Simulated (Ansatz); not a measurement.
# Phase order of Rb (with spin–orbit coupling)

Structure types of Rb are relaxed in primitive cells with their symmetry kept at 0 GPa, first on PAW files, then by LAPW. The enthalpy is E + pV at zero temperature, without zero-point motion. Only the types listed were tried, and differences under about 5 meV/atom are mesh noise. The real phase may be another.

Computed with Ansatz 0.2.0; functional PBE, with spin–orbit coupling. Settings: Fermi–Dirac smearing of 0.05 eV, no spin polarisation. Methods: LAPW: all electrons, basis error target 0.5 meV/atom; PAW: frozen-core files, cutoff 420 eV.

k meshes: fcc 10×10×10, bcc 10×10×10, hcp 10×10×5.

**Question.** Which type is lowest in enthalpy, and by how much?

**Answer.** hcp, 0 meV/atom below fcc, which is within the noise of the k meshes. The whole table:

```json
{"start type": "fcc", "ends as": "fcc, Fm-3m", "a, b, c (Å)": "7.146, 7.146, 7.146", "V (Å³/atom)": "91.23", "H − H(lowest), LAPW (meV/atom)": "0.2", "same, PAW": "0.2"}
{"start type": "bcc", "ends as": "bcc, Im-3m", "a, b, c (Å)": "5.672, 5.672, 5.672", "V (Å³/atom)": "91.23", "H − H(lowest), LAPW (meV/atom)": "3.7", "same, PAW": "3.7"}
{"start type": "hcp", "ends as": "hcp, P6_3/mmc", "a, b, c (Å)": "5.066, 5.066, 8.208", "V (Å³/atom)": "91.23", "H − H(lowest), LAPW (meV/atom)": "0.0", "same, PAW": "0.0"}
```
